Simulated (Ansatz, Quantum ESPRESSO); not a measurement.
This is a calculation of CoO for Quantum ESPRESSO 7.5 (ASE script). The cell is a database's computed one, not the measured one.

The input run.py:

```python
import numpy as np
from ase.calculators.espresso import Espresso, EspressoProfile
from ase.io import read

atoms = read('CoO.cif')
atoms.set_initial_magnetic_moments([2.0, 0.0])

input_data = {
    'control': {'calculation': 'scf', 'prefix': 'pwscf', 'outdir': './tmp', 'tprnfor': True, 'tstress': True, 'disk_io': 'nowf'},
    'system': {'ecutwfc': 56.0, 'ecutrho': 448.0, 'nbnd': 21, 'occupations': 'smearing', 'smearing': 'fd', 'degauss': 0.00367493, 'nspin': 2},
    'electrons': {'conv_thr': 4e-10, 'electron_maxstep': 120, 'mixing_beta': 0.3},
}
pseudopotentials = {'Co': 'co_pbesol_v1.2.uspp.F.UPF', 'O': 'o_pbesol_v1.2.uspp.F.UPF'}
profile = EspressoProfile(command='mpirun -n 2 pw.x -nk 2', pseudo_dir='pseudo')
dft = Espresso(profile=profile, input_data=input_data, pseudopotentials=pseudopotentials, kpts=(11, 11, 11), koffset=(0, 0, 0))
atoms.calc = dft

print(f'energy {atoms.get_potential_energy():.8f} eV')
print('forces (eV/A)')
print(np.round(atoms.get_forces(), 6))
print('stress (eV/A^3, Voigt)')
print(np.round(atoms.get_stress(), 8))
print(f'Fermi level {dft.get_fermi_level():.4f} eV')
```

File CoO.cif:

```cif
data_CoO
_cell_length_a 2.99585737
_cell_length_b 2.99585737
_cell_length_c 2.99585737
_cell_angle_alpha 60.33333983
_cell_angle_beta 60.33333983
_cell_angle_gamma 60.33333983
_space_group_name_H-M_alt 'P1'
_space_group_name_Hall 'P 1'
_space_group_IT_number 1
loop_
_space_group_symop_operation_xyz
'x,y,z'
loop_
_atom_site_label
_atom_site_type_symbol
_atom_site_symmetry_multiplicity
_atom_site_Wyckoff_symbol
_atom_site_fract_x
_atom_site_fract_y
_atom_site_fract_z
_atom_site_occupancy
Co1 Co 1 a 0.0000000000 0.0000000000 0.0000000000 1
O1 O 1 a 0.5000000000 0.5000000000 0.5000000000 1
```

Potentials or basis: GBRV 1.5 PBEsol.

Run with:

```console
$ OMP_NUM_THREADS=1 python run.py
```

Task: Translate it to Ansatz 0.2.0. Potentials or basis there: all-electron LAPW, scalar-relativistic.

Result: As run (cutoffs and basis follow the program's own potentials, and thresholds, step limits or extra output files can differ):

File input.yaml:

```yaml
crystal:
  lattice:
    - [1.5054695445, 0.8691832468, 2.4399269062]
    - [-1.5054695445, 0.8691832468, 2.4399269062]
    - [0.0, -1.7383664936, 2.4399269062]
  atoms:
    - { symbol: Co, position: [0.0, 0.0, 0.0], spin: 2.0 }
    - { symbol: O, position: [0.5, 0.5, 0.5] }
kpoints:
  mp_grid: { grid: [11, 11, 11] }
scf:
  occupations: { method: fermi_dirac, width: 0.05 }
hamiltonian:
  xc: pbesol
  pseudopotentials: { kind: all_electron, lapw: { basis_error: 0.001 } }
magnetization:
  spin_polarized: true
output:
  forces: true
  stress: true
  eigenvalues: true
```

Potentials or basis: all-electron LAPW, scalar-relativistic.

Launch:

```sh
$ ansatz run input.yaml --threads 2 --pin off --max-ram 6144MiB --backend cpu --events-out ev --progress --plain --runs-dir out
```

Both were run:

|  | Quantum ESPRESSO | Ansatz |
| --- | --- | --- |
| Pressure | -8.8 GPa | -9.2 GPa |
| Net moment | 2.99 μB per cell | 2.94 μB per cell |
| Absolute moment | 3.02 μB per cell | 2.95 μB per cell |

Where Ansatz's input types no cutoff or centring, it takes its own default and a Γ-centred mesh.

The magnetic state is the one that the start led to; the real crystal's order can differ.

Pressure is positive in compression.
